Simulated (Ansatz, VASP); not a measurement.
**Two plane-wave programs on Ni**

INCAR

```
SYSTEM = Ni
ALGO = Normal
EDIFF = 1E-7
ENCUT = 520
GGA = PE
ISIF = 2
ISMEAR = -1
ISPIN = 2
LASPH = .True.
LCHARG = .False.
LMAXMIX = 4
LORBIT = 11
LREAL = .False.
LWAVE = .False.
MAGMOM = 1
NBANDS = 15
NELM = 150
PREC = Accurate
SIGMA = 0.05
```

The input KPOINTS:

```
k-points
0
Gamma
  13 13 13
  0 0 0
```

Contents of POSCAR:

```
Ni
1.0
   -1.3650143198      1.3650143198      1.3650143198
    1.3650143198     -1.3650143198      1.3650143198
    1.3650143198      1.3650143198     -1.3650143198
Ni
1
Direct
    0.0000000000      0.0000000000      0.0000000000
```

input.yaml

```yaml
crystal:
  lattice:
    - [-1.3650143198, 1.3650143198, 1.3650143198]
    - [1.3650143198, -1.3650143198, 1.3650143198]
    - [1.3650143198, 1.3650143198, -1.3650143198]
  atoms:
    - { symbol: Ni, position: [0.0, 0.0, 0.0], spin: 1.0 }
hamiltonian:
  xc: pbe
  pseudopotentials: { kind: paw }
magnetization:
  spin_polarized: true
kpoints:
  mp_grid: { grid: [13, 13, 13] }
scf:
  occupations: { method: fermi_dirac, width: 0.05 }
output:
  forces: true
  stress: true
  eigenvalues: true
  write_density: true
  write_potential: true
  elf: true
  volumetric_format: npy
```

Change from the starting cell: volume scaled by 0.96.

Alike in both runs: task single point; functional PBE; k mesh 13 × 13 × 13; occupations fermi-dirac, width 0.05 eV; collinear spin, ferromagnetic start.

|  | VASP | Ansatz |
| --- | --- | --- |
| version | VASP 6.6.1 | Ansatz 0.2.0 |
| potentials or method | VASP PAW PBE potentials, release 64 (Ni) | Ansatz PAW |
| plane-wave cutoff (eV) | 520 | 420 |
| valence electrons in the cell | 10 | 18 |

```tsv
	VASP	Ansatz	Ansatz less VASP
gap on the k mesh at the Fermi level (eV)	none	none	-
pressure (GPa)	17.7	18.0	+0.35
net moment per atom (μB)	0.54	0.56	+0.015
size of the moment on the site where the two differ most (μB)	0.55	0.58	+0.037
```

Site moments also hang on the region over which each program counts them. A gap of «none» marks a metal or a gap that the smearing closes. The functional is the same, so the differences come from potentials, cutoffs and numerics. The two sets of potentials don't hold the same shells in valence.
